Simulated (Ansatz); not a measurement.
Set up this calculation in Ansatz 0.2.0, as the native input.

```yaml
Task: band structure
Functional: LDA
Potentials_or_basis: Ansatz PAW
Cutoff: "420 eV (not typed: the program's choice for these potentials)"
k_mesh: 6 × 6 × 5
Occupations: fermi-dirac, width 0.05 eV
Spin: no spin polarisation
Path: "[[\"G\", \"X\", \"S\", \"R\", \"A\", \"Z\", \"G\", \"Y\", \"X1\", \"A1\", \"T\", \"Y\"], [\"Z\", \"T\"]]"
Points_for_each_segment_of_the_path: 10
```

The system is Si.

```
Si
1.0
     4.37522   -2.57734    0.00000
     4.37522    2.57734    0.00000
     0.00000    0.00000    5.18307
Si
8
Direct
  0.79429 0.79429 0.00000
  0.29429 0.29429 0.50000
  0.20572 0.20572 0.00000
  0.70571 0.70571 0.50000
  0.15562 0.84438 0.67413
  0.84438 0.15562 0.32587
  0.34438 0.65562 0.17413
  0.65562 0.34438 0.82587
```

This isn't the form of Si at room conditions, which is diamond.

These files were run (other wordings do the same):

input.yaml

```yaml
crystal:
  lattice:
    - [4.375222, -2.577344, 0.0]
    - [4.375222, 2.577344, 0.0]
    - [0.0, 0.0, 5.183067]
  atoms:
    - { symbol: Si, position: [0.794285, 0.794285, 0.0] }
    - { symbol: Si, position: [0.294285, 0.294285, 0.5] }
    - { symbol: Si, position: [0.205715, 0.205715, 0.0] }
    - { symbol: Si, position: [0.705715, 0.705715, 0.5] }
    - { symbol: Si, position: [0.15562, 0.84438, 0.67413] }
    - { symbol: Si, position: [0.84438, 0.15562, 0.32587] }
    - { symbol: Si, position: [0.34438, 0.65562, 0.17413] }
    - { symbol: Si, position: [0.65562, 0.34438, 0.82587] }
hamiltonian:
  xc: lda
  pseudopotentials: { kind: paw }
kpoints:
  mp_grid: { grid: [6, 6, 5] }
  band_path:
    path:
      - [[0.0, 0.0, 0.0], [0.3367530189, -0.3367530189, 0.0], [0.0, -0.5, 0.0], [0.0, -0.5, -0.5], [0.3367530189, -0.3367530189, -0.5], [0.0, 0.0, -0.5], [0.0, 0.0, 0.0], [-0.5, -0.5, 0.0], [-0.3367530189, -0.6632469811, 0.0], [-0.3367530189, -0.6632469811, -0.5], [-0.5, -0.5, -0.5], [-0.5, -0.5, 0.0]]
      - [[0.0, 0.0, -0.5], [-0.5, -0.5, -0.5]]
    npoints: 10
scf:
  occupations: { method: fermi_dirac, width: 0.05 }
  n_extra_bands: 20
output:
  forces: true
  stress: true
  eigenvalues: true
  fatbands: true
```

Potentials or basis: Ansatz PAW.

Launch:

```console
$ ansatz run input.yaml --threads 4 --pin off --max-ram 11264MiB --backend cpu --events-out ev --progress --plain --runs-dir out
```

It gave:

```yaml
Pressure: -3.2 GPa
Largest_force: 0.071 eV/Å
Band_gap_on_the_k_mesh: none (metal or under the smearing width)
```

Caveat: the PAW data sets come from PBE, with cores solved anew for the run's functional, which leaves a small shift of forces and pressure.

Wall time 6 s on 4 threads of Arm Neoverse V2 (shared host), peak memory 0.5 GiB.
